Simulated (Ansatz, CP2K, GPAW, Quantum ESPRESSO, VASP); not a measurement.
# One calculation of TiCo, 6 ways

```
Co Ti
1.0
     2.98611    0.00000    0.00000
     0.00000    2.98611    0.00000
     0.00000    0.00000    2.98611
Co Ti
1 1
Cartesian
  1.5095 1.4998 1.4829
  0.0143 -0.0255 -0.0108
```

The cell comes from a database or a generator and needn't be the stable form of this composition.

Atoms were shifted at random by some hundredths of an Å from the given cell, which wasn't relaxed again for these runs.

Alike in all runs: task single point; functional PBE; k mesh 9 × 9 × 9; occupations fermi-dirac, width 0.05 eV; collinear spin, ferromagnetic start; no spin-orbit coupling. Pressure is positive in compression and, in plane waves, holds the error of the finite cutoff, which Ansatz's Pulay term estimates and takes out.

```
                                                                                          program and potentials  plane-wave cutoff (eV)                                                                        notes  pressure (GPa)  net moment per atom (μB)  largest force (eV/Å)  energy over the undisturbed cell (meV/atom)
                                                                                              Ansatz, Ansatz PAW                     420  14.5 valence electrons an atom on average; Pulay term of +0.08 GPa included           -0.49                      0.41                 0.164                                         1.35
                                                                  Ansatz, all-electron LAPW, scalar-relativistic                       -                                                                            -           -0.44                      0.42                 0.165                                            -
                                                                           VASP, PBE PAW files Co, Ti_sv, 520 eV                     520                                    10.5 valence electrons an atom on average           -1.07                      0.40                 0.161                                            -
CP2K, POTENTIAL_UZH Co GTH-PBE-q17; GTH_POTENTIALS Ti GTH-PBE-q12; TZVP-MOLOPT-PBE-GTH, TZVP-MOLOPT-SR-GTH basis                       -                      atomic basis; 14.5 valence electrons an atom on average            0.70                      0.43                 0.172                                            -
                                                                       Quantum ESPRESSO, SSSP 1.3 efficiency PBE                     748                                    14.5 valence electrons an atom on average           -0.99                      0.38                 0.162                                       -21.52
                                                                      GPAW, GPAW PAW data sets (gpaw-data 1.2.1)                     600                                    10.5 valence electrons an atom on average           -0.97                      0.41                 0.166                                         1.37
```

Force on atom 1 (Co), eV/Å:

| program and potentials | x | y | z |
| --- | --- | --- | --- |
| Ansatz, Ansatz PAW | -0.011 | -0.163 | -0.003 |
| Ansatz, all-electron LAPW, scalar-relativistic | -0.011 | -0.164 | -0.003 |
| VASP, PBE PAW files Co, Ti_sv, 520 eV | -0.011 | -0.160 | -0.003 |
| CP2K, POTENTIAL_UZH Co GTH-PBE-q17; GTH_POTENTIALS Ti GTH-PBE-q12; TZVP-MOLOPT-PBE-GTH, TZVP-MOLOPT-SR-GTH basis | -0.008 | -0.168 | -0.008 |
| Quantum ESPRESSO, SSSP 1.3 efficiency PBE | -0.011 | -0.161 | -0.003 |
| GPAW, GPAW PAW data sets (gpaw-data 1.2.1) | -0.011 | -0.166 | -0.003 |

The pressure spans -1.07 (VASP, PBE PAW files Co, Ti_sv, 520 eV) to 0.70 GPa (CP2K, POTENTIAL_UZH Co GTH-PBE-q17; GTH_POTENTIALS Ti GTH-PBE-q12; TZVP-MOLOPT-PBE-GTH, TZVP-MOLOPT-SR-GTH basis), with all-electron results at -0.44. The net moment per atom spans 0.38 (Quantum ESPRESSO, SSSP 1.3 efficiency PBE) to 0.43 μB (CP2K, POTENTIAL_UZH Co GTH-PBE-q17; GTH_POTENTIALS Ti GTH-PBE-q12; TZVP-MOLOPT-PBE-GTH, TZVP-MOLOPT-SR-GTH basis), with all-electron results at 0.42. The state is the one that the start led to, which needn't be the lowest. Rows in atomic bases carry the error of their basis and grid, which can be large.

The functional is the same throughout but for its coding, so the spread measures potentials, basis and numerics; runs on potential files found faulty are left out.
